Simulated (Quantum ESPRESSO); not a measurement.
# Au (Fm-3m) in Quantum ESPRESSO: further runs

One crystal, Au, is run at these levels: vdW-DF-cx; tasks: phonons.

Everything below comes from runs of Quantum ESPRESSO 7.5. Logs are shortened: lines on timing, memory, paths and dates and some standing lists are left out, and cuts for length are marked.

### 1 The structure

Symmetry: Fm-3m, No. 225, cubic system. Conventional cell: a = 4.070 Å, b = 4.070 Å, c = 4.070 Å, α = 90.00°, β = 90.00°, γ = 90.00°. Around Au (site symmetry m-3m) lie 12 Au at 2.88 Å.

### 2 Phonons, vdW-DF-cx

Contents of pw.in:

```
&CONTROL
  calculation = 'scf'
  prefix = 'pwscf'
  outdir = './tmp'
  pseudo_dir = './pseudo'
  tprnfor = .true.
  tstress = .true.
  disk_io = 'low'
/
&SYSTEM
  ibrav = 0
  nat = 1
  ntyp = 1
  ecutwfc = 76
  nbnd = 16
  input_dft = 'vdw-df-cx'
  occupations = 'smearing'
  smearing = 'mv'
  degauss = 0.01999163
/
&ELECTRONS
  conv_thr = 2d-10
  electron_maxstep = 120
  mixing_beta = 0.5
/
ATOMIC_SPECIES
Au   196.9666 Au.upf
CELL_PARAMETERS angstrom
   0.0000000000    2.0350000000    2.0350000000
   2.0350000000    0.0000000000    2.0350000000
   2.0350000000    2.0350000000    0.0000000000
ATOMIC_POSITIONS crystal
Au     0.0000000000    0.0000000000    0.0000000000
K_POINTS automatic
11 11 11 0 0 0
```

Contents of relax.in:

```
&CONTROL
  calculation = 'vc-relax'
  prefix = 'pwscf'
  outdir = './tmp'
  pseudo_dir = './pseudo'
  tprnfor = .true.
  tstress = .true.
  disk_io = 'low'
  nstep = 40
  forc_conv_thr = 0.0001
  etot_conv_thr = 1d-06
/
&SYSTEM
  ibrav = 0
  nat = 1
  ntyp = 1
  ecutwfc = 76
  nbnd = 16
  input_dft = 'vdw-df-cx'
  occupations = 'smearing'
  smearing = 'mv'
  degauss = 0.01999163
/
&ELECTRONS
  conv_thr = 2d-10
  electron_maxstep = 120
  mixing_beta = 0.5
/
&IONS
  ion_dynamics = 'bfgs'
/
&CELL
  cell_dynamics = 'bfgs'
  press = 0
  press_conv_thr = 0.2
/
ATOMIC_SPECIES
Au   196.9666 Au.upf
CELL_PARAMETERS angstrom
   0.0000000000    2.0350000000    2.0350000000
   2.0350000000    0.0000000000    2.0350000000
   2.0350000000    2.0350000000    0.0000000000
ATOMIC_POSITIONS crystal
Au     0.0000000000    0.0000000000    0.0000000000
K_POINTS automatic
11 11 11 0 0 0
```

Contents of scf2.in:

```
&CONTROL
  calculation = 'scf'
  prefix = 'pwscf'
  outdir = './tmp'
  pseudo_dir = './pseudo'
  tprnfor = .true.
  tstress = .true.
  disk_io = 'low'
/
&SYSTEM
  ibrav = 0
  nat = 1
  ntyp = 1
  ecutwfc = 76
  nbnd = 16
  input_dft = 'vdw-df-cx'
  occupations = 'smearing'
  smearing = 'mv'
  degauss = 0.01999163
/
&ELECTRONS
  conv_thr = 1d-13
  electron_maxstep = 120
  mixing_beta = 0.5
  startingpot = 'file'
  startingwfc = 'file'
/
ATOMIC_SPECIES
Au   196.9666 Au.upf
CELL_PARAMETERS angstrom
   0.0000000000    2.0450522544    2.0450522544
   2.0450522544    0.0000000000    2.0450522544
   2.0450522544    2.0450522544    0.0000000000
ATOMIC_POSITIONS crystal
Au     0.0000000000    0.0000000000    0.0000000000
K_POINTS automatic
11 11 11 0 0 0
```

Contents of ph.in:

```
phonons of Au
&INPUTPH
  prefix = 'pwscf'
  outdir = './tmp'
  tr2_ph = 1d-16
  fildyn = 'dyn'
  niter_ph = 60
  alpha_mix(1) = 0.4
/
0.3535533906 0.3535533906 0.3535533906
```

Potentials or basis: PseudoDojo 0.4.1 SR PBE standard.

The run is started by

```sh
$ OMP_NUM_THREADS=1 pw.x -in pw.in > pw.out
$ OMP_NUM_THREADS=1 pw.x -in relax.in > relax.out
$ OMP_NUM_THREADS=1 pw.x -in scf2.in > scf2.out
$ OMP_NUM_THREADS=1 ph.x -in ph.in > ph.out
```

pw.out:

```text
This program is part of the open-source Quantum ESPRESSO suite
     for quantum simulation of materials; please cite
         "P. Giannozzi et al., J. Phys.:Condens. Matter 21 395502 (2009);
         "P. Giannozzi et al., J. Phys.:Condens. Matter 29 465901 (2017);
         "P. Giannozzi et al., J. Chem. Phys. 152 154105 (2020);
     in publications or presentations arising from this work. More details at

     IMPORTANT: XC functional enforced from input :
     Exchange-correlation= VDW-DF-CX
                           (   1   4  27   0   1   0   0)
     Any further DFT definition will be discarded
     Please, verify this is what you really want

     Message from routine setup:
     using ibrav=0 with symmetry is DISCOURAGED, use correct ibrav instead

     G-vector sticks info
     --------------------
     sticks:   dense  smooth     PW     G-vecs:    dense   smooth      PW
     Sum         613     613    199                10081    10081    1807

     Using Slab Decomposition

     bravais-lattice index     =            0
     lattice parameter (alat)  =       5.4385  a.u.
     unit-cell volume          =     113.7417 (a.u.)^3
     number of atoms/cell      =            1
     number of atomic types    =            1
     number of electrons       =        19.00
     number of Kohn-Sham states=           16
     kinetic-energy cutoff     =      76.0000  Ry
     charge density cutoff     =     304.0000  Ry
     scf convergence threshold =      2.0E-10
     mixing beta               =       0.5000
     number of iterations used =            8  plain     mixing
     Exchange-correlation= VDW-DF-CX
                           (   1   4  27   0   1   0   0)

     celldm(1)=   5.438489  celldm(2)=   0.000000  celldm(3)=   0.000000
     celldm(4)=   0.000000  celldm(5)=   0.000000  celldm(6)=   0.000000

     crystal axes: (cart. coord. in units of alat)
               a(1) = (   0.000000   0.707107   0.707107 )
               a(2) = (   0.707107   0.000000   0.707107 )
               a(3) = (   0.707107   0.707107   0.000000 )

     reciprocal axes: (cart. coord. in units 2 pi/alat)
               b(1) = ( -0.707107  0.707107  0.707107 )
               b(2) = (  0.707107 -0.707107  0.707107 )
               b(3) = (  0.707107  0.707107 -0.707107 )

     PseudoPot. # 1 for Au read from file:
     Au.upf
     Pseudo is Norm-conserving + core correction, Zval = 19.0
     Generated using ONCVPSP code by D. R. Hamann
     Using radial grid of 1356 points,  7 beta functions with:
                l(1) =   0
                l(2) =   0
                l(3) =   1
                l(4) =   1
                l(5) =   2
                l(6) =   2
                l(7) =   3

     atomic species   valence    mass     pseudopotential
     Au               19.00   196.96660     Au( 1.00)

     48 Sym. Ops., with inversion, found

   Cartesian axes

     site n.     atom                  positions (alat units)
         1        Au     tau(   1) = (   0.0000000   0.0000000   0.0000000  )

     number of k points=    56  Marzari-Vanderbilt smearing, width (Ry)=  0.0200
                       cart. coord. in units 2pi/alat
        k(    1) = (   0.0000000   0.0000000   0.0000000), wk =   0.0015026
        k(    2) = (   0.0642824   0.0642824  -0.0642824), wk =   0.0120210
        k(    3) = (   0.1285649   0.1285649  -0.1285649), wk =   0.0120210
        k(    4) = (   0.1928473   0.1928473  -0.1928473), wk =   0.0120210
        k(    5) = (   0.2571297   0.2571297  -0.2571297), wk =   0.0120210
        k(    6) = (   0.3214122   0.3214122  -0.3214122), wk =   0.0120210
[... 48 lines left out ...]
        k(   55) = (  -0.0642824  -0.4499770   0.7071068), wk =   0.0360631
        k(   56) = (   0.0000000  -0.3856946   0.6428243), wk =   0.0360631

     Dense  grid:    10081 G-vectors     FFT dimensions: (  32,  32,  32)

     Initial potential from superposition of free atoms

     starting charge      18.9999, renormalised to      19.0000

     %%%%%%%%%%%%%%%%%%%%%%%%%%%%%%%%%%%%%%%%%%%%%%%%%%%%%%%%%%%%%%%%%%%%%%%%
     %                                                                      %
     % You are using vdW-DF, which was implemented by the Thonhauser group. %
     % Please cite the following two papers that made this development      %
     % possible and the two reviews that describe the various versions:     %
     %                                                                      %
     %   T. Thonhauser et al., PRL 115, 136402 (2015).                      %
     %   T. Thonhauser et al., PRB 76, 125112 (2007).                       %
     %   K. Berland et al., Rep. Prog. Phys. 78, 066501 (2015).             %
     %   D.C. Langreth et al., J. Phys.: Condens. Matter 21, 084203 (2009). %
     %                                                                      %
     % If you are calculating stress with vdW-DF, please also cite:         %
     %                                                                      %
     %   R. Sabatini et al., J. Phys.: Condens. Matter 24, 424209 (2012).   %
     %                                                                      %
     %%%%%%%%%%%%%%%%%%%%%%%%%%%%%%%%%%%%%%%%%%%%%%%%%%%%%%%%%%%%%%%%%%%%%%%%

     %%%%%%%%%%%%%%%%%%%%%%%%%%%%%%%%%%%%%%%%%%%%%%%%%%%%%%%%%%%%%%%%%%%%%%%%
     %                                                                      %
     %  vdW-DF NEWS:                                                        %
     %                                                                      %
     %  * vdW-DF3 is now available. DOI: 10.1021/acs.jctc.0c00471           %
     %    use with input_dft = 'vdW-DF3-opt1' or 'vdW-DF3-opt2'             %
     %                                                                      %
     %  * Unscreened and range-separated hybrid vdW-DF-cx functionals       %
     %    DOI: 10.1063/1.4986522 and 10.1088/1361-648X/ac2ad2               %
     %    use with input_dft = 'vdW-DF-cx0'    and 'vdW-DF-ahcx'            %
     %  * Unscreened and range-separated hybrid vdW-DF2-b86r functionals    %
     %    DOI: 10.1063/1.4986522 and DOI: 10.1103/PhysRevX.12.041003        %
     %    use with input_dft = 'vdW-DF2-br0' and 'vdW-DF2-ahbr'             %
     %                                                                      %
     %%%%%%%%%%%%%%%%%%%%%%%%%%%%%%%%%%%%%%%%%%%%%%%%%%%%%%%%%%%%%%%%%%%%%%%%

     Starting wfcs are   10 randomized atomic wfcs +    6 random wfcs

     Self-consistent Calculation

     iteration #  1     ecut=    76.00 Ry     beta= 0.50
     Davidson diagonalization with overlap
     ethr =  1.00E-02,  avg # of iterations =  5.1

     Threshold (ethr) on eigenvalues was too large:
     Diagonalizing with lowered threshold

     Davidson diagonalization with overlap
     ethr =  3.98E-04,  avg # of iterations =  1.4

     total energy              =    -296.18427522 Ry
     estimated scf accuracy    <       0.07608383 Ry
[... 43 lines left out ...]
     iteration #  8     ecut=    76.00 Ry     beta= 0.50
     Davidson diagonalization with overlap
     ethr =  1.37E-12,  avg # of iterations =  2.0

     End of self-consistent calculation

          k = 0.0000 0.0000 0.0000 (  1243 PWs)   bands (ev):

   -84.6210 -35.9500 -35.9500 -35.9500  10.8289  16.0620  16.0620  16.0620
    17.6163  17.6163  35.3467  39.3301  39.3301  39.3301  44.4231  48.9186

          k = 0.0643 0.0643-0.0643 (  1273 PWs)   bands (ev):
[... 106 lines left out ...]
   -84.6096 -36.1155 -36.0267 -35.9793  14.1530  15.6838  16.0601  16.7552
    17.6123  19.8931  29.3272  33.1842  37.2848  40.2658  41.9887  46.2195

          k = 0.0000-0.2571 0.2571 (  1277 PWs)   bands (ev):

   -84.6126 -36.0767 -36.0058 -35.9683  13.4283  15.4455  16.2662  16.9540
    16.9952  18.8467  32.2638  34.2799  38.5378  40.0094  42.7316  45.4077

          k = 0.3857 0.0000-0.0000 (  1283 PWs)   bands (ev):
[... 46 lines left out ...]
   -84.6046 -36.1258 -36.0929 -36.0184  14.3415  15.0482  16.7399  17.7908
    18.6367  24.2953  26.0266  28.2139  33.9305  38.3502  45.4245  46.6320

          k = 0.6428-0.0000 0.0000 (  1274 PWs)   bands (ev):

   -84.6045 -36.1651 -36.0372 -36.0372  13.6736  14.0005  18.7785  19.0837
    19.0837  21.1544  27.4827  31.0591  31.0591  38.1114  40.7086  48.1291

          k =-0.0000-0.6428 0.6428 (  1264 PWs)   bands (ev):

   -84.6042 -36.1642 -36.0469 -36.0365  13.7617  14.0808  18.5903  18.6509
    19.1176  22.6140  26.4124  30.1725  31.2403  38.7821  41.0638  47.7382

          k = 0.2571 0.1286 0.0000 (  1282 PWs)   bands (ev):

   -84.6151 -36.0384 -35.9841 -35.9678  12.6003  15.4219  16.4439  16.7566
    17.1760  18.1023  34.6325  35.9551  38.6509  39.3771  42.7111  44.6691

          k = 0.3214 0.1928-0.0643 (  1281 PWs)   bands (ev):
[... 36 lines left out ...]
   -84.6070 -36.1296 -36.0549 -35.9978  14.7068  15.4639  15.8300  17.1655
    18.1956  21.3804  27.5868  31.3817  35.4509  39.4123  43.2266  47.1332

          k = 0.0000-0.2571 0.3857 (  1280 PWs)   bands (ev):

   -84.6093 -36.1092 -36.0340 -35.9860  14.4496  15.2618  15.8012  17.2945
    17.5658  19.9390  30.2868  32.2440  36.5693  41.0337  41.2249  46.6753

          k = 0.5143 0.1286 0.0000 (  1266 PWs)   bands (ev):

   -84.6068 -36.1319 -36.0335 -36.0203  14.1350  14.4647  16.9711  18.3628
    18.4218  20.1053  30.1492  31.9108  32.9094  39.4149  40.4531  47.1965

          k =-0.1286-0.5143 0.6428 (  1271 PWs)   bands (ev):
[... 6 lines left out ...]
   -84.6047 -36.1285 -36.0840 -36.0223  14.5136  15.0972  16.3929  17.6411
    18.8111  24.4122  25.4789  29.2614  32.8338  39.5550  44.9960  46.0441

          k = 0.0000-0.3857 0.5143 (  1264 PWs)   bands (ev):

   -84.6054 -36.1144 -36.0943 -36.0113  14.8536  15.4082  15.8468  17.4251
    18.4440  22.9296  28.0314  28.1320  34.1924  39.4595  44.1509  47.7900

          k =-0.0643-0.5785 0.7071 (  1279 PWs)   bands (ev):
[... 21 lines left out ...]
   -84.6044 -36.1314 -36.0753 -36.0364  14.5468  14.8540  16.4234  17.8175
    19.0809  24.1692  26.8394  28.9459  30.8004  42.1054  42.7170  45.5641

          k = 0.0000-0.3857 0.6428 (  1261 PWs)   bands (ev):

   -84.6043 -36.1114 -36.0990 -36.0351  14.7623  15.3015  15.8901  17.5032
    19.0773  25.0463  26.8053  27.7842  31.0039  42.0624  44.0312  45.8616

     the Fermi energy is    20.8774 ev

!    total energy              =    -296.20421333 Ry
     estimated scf accuracy    <          8.3E-11 Ry
     smearing contrib. (-TS)   =      -0.00001998 Ry
     internal energy E=F+TS    =    -296.20419335 Ry

     The total energy is F=E-TS. E is the sum of the following terms:
     one-electron contribution =     -80.59875883 Ry
     hartree contribution      =      51.51621181 Ry
     xc contribution           =     -51.92267005 Ry
     ewald contribution        =    -215.19897627 Ry

     convergence has been achieved in   8 iterations

     Forces acting on atoms (cartesian axes, Ry/au):

     atom    1 type  1   force =     0.00000000    0.00000000    0.00000000

     Total force =     0.000000     Total SCF correction =     0.000000

     Computing stress (Cartesian axis) and pressure

          total   stress  (Ry/bohr**3)                   (kbar)     P=       26.35
   0.00017915   0.00000000  -0.00000000           26.35        0.00       -0.00
   0.00000000   0.00017915   0.00000000            0.00       26.35        0.00
  -0.00000000   0.00000000   0.00017915           -0.00        0.00       26.35

=------------------------------------------------------------------------------=
   JOB DONE.
=------------------------------------------------------------------------------=
```

Run time: 9.5 min. Hardware: 1 thread of Arm Neoverse V1, shared host; peak memory 0.1 GiB.

Results:

```yaml
Free_energy: -4030.0657 eV
Relaxed_volume: 17.11 Å³/atom
Relaxed_cell: a = 2.892 Å, b = 2.892 Å, c = 2.892 Å, α = 60.00°, β = 60.00°, γ = 60.00°
Space_group_after_relaxing_to_0.05_Å: Fm-3m (No. 225)
Pressure_after_relaxing: 0.0 GPa
Band_gap_on_the_k_mesh: none (metal or under the smearing width)
Highest_phonon_frequency_at_the_q_point_run: 181 cm⁻¹
```

The path:
| step | energy change (eV) | largest force (eV/Å) | pressure (GPa) | volume (Å³) |
| --- | --- | --- | --- | --- |
| 1 | 0.0000 | 0.0000 | 2.64 | 16.85 |
| 2 | -0.0020 | 0.0000 | 0.24 | 17.08 |
| 3 | -0.0020 | 0.0000 | 0.00 | 17.11 |
| 4 | -0.0020 | 0.0000 | 0.00 | 17.11 |

Final structure:
```cif
data_structure
_symmetry_space_group_name_H-M 'P 1'
_symmetry_Int_Tables_number 1
_cell_length_a 2.8921
_cell_length_b 2.8921
_cell_length_c 2.8921
_cell_angle_alpha 60.000
_cell_angle_beta 60.000
_cell_angle_gamma 60.000
_cell_volume 17.11
loop_
_atom_site_label
_atom_site_type_symbol
_atom_site_fract_x
_atom_site_fract_y
_atom_site_fract_z
_atom_site_occupancy
Au1 Au 0.00000 0.00000 0.00000 1
```

Levels at points of the mesh, in eV from the Fermi level:
```csv
k point,band 7,band 8,band 9,band 10,band 11,band 12,band 13,band 14
"(0.00, 0.00, 0.00)",-4.74,-4.74,-3.23,-3.23,14.48,18.38,18.38,18.38
```

Phonon frequencies in cm⁻¹ (negative: imaginary):
| q point | frequencies |
| --- | --- |
| (0.500, 0.500, 0.500) | 66 66 181 |

Phonon modes at q = (0.500, 0.500, 0.500) in reciprocal lattice units:
| mode | symmetry | cm⁻¹ |
| --- | --- | --- |
| 1 | E_u | 66 |
| 2 | E_u | 66 |
| 3 | A_2u | 181 |

Caveat: the potentials were made for another functional, which shifts forces and pressure; the q point doesn't lie on the k mesh, which can shift a metal's frequencies strongly unless the mesh is converged. Spin-orbit coupling is left out, which matters for the levels of Au.

(Continued in part 2 of 2.)
